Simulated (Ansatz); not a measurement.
The system is Ta2N.

```xyz
3
Lattice="3.1129 0.0000 0.0000 -1.5564 2.6958 0.0000 0.0000 0.0000 4.8698" Properties=species:S:1:pos:R:3 pbc="T T T"
Ta    0.0000    1.7972    1.2404
Ta    1.5564    0.8986    3.6294
N     0.0000    0.0000    0.0000
```

The cell comes from a database or a generator and needn't be the stable form of this composition.

Base run:

```yaml
Program: Ansatz 0.2.0
Functional: LDA
Potentials_or_basis: Ansatz PAW
Cutoff: 420 eV
Density_cutoff: 1680 eV
k_mesh: 10 × 10 × 6
Occupations: fermi-dirac, width 0.05 eV
Spin: no spin polarisation
```

Its results: band gap on the k mesh none (metal or under the smearing width); pressure -14.5 GPa; largest force 0.445 eV/Å.

Problem. After a change of settings the same cell gave: band gap on the k mesh none (metal or under the smearing width); pressure 1.5 GPa; largest force 0.062 eV/Å. Which change was it?
A. functional from LDA to PBE
B. functional from LDA to PBEsol; occupations from fermi-dirac, width 0.05 eV to gaussian, width 0.02 eV
C. functional from LDA to r2SCAN; cutoff from 420 eV to 500 eV; density cutoff from 1680 eV to 2000 eV
D. functional from LDA to revPBE

Solution. D.

revPBE binds less tightly than LDA, so the same cell stands under more pressure.

Caveats: the PAW data sets come from PBE, with cores solved anew for the run's functional, which leaves a small shift of forces and pressure; the potentials were made for another functional, which shifts forces and pressure (some runs).

Not every run made on this cell is shown here.
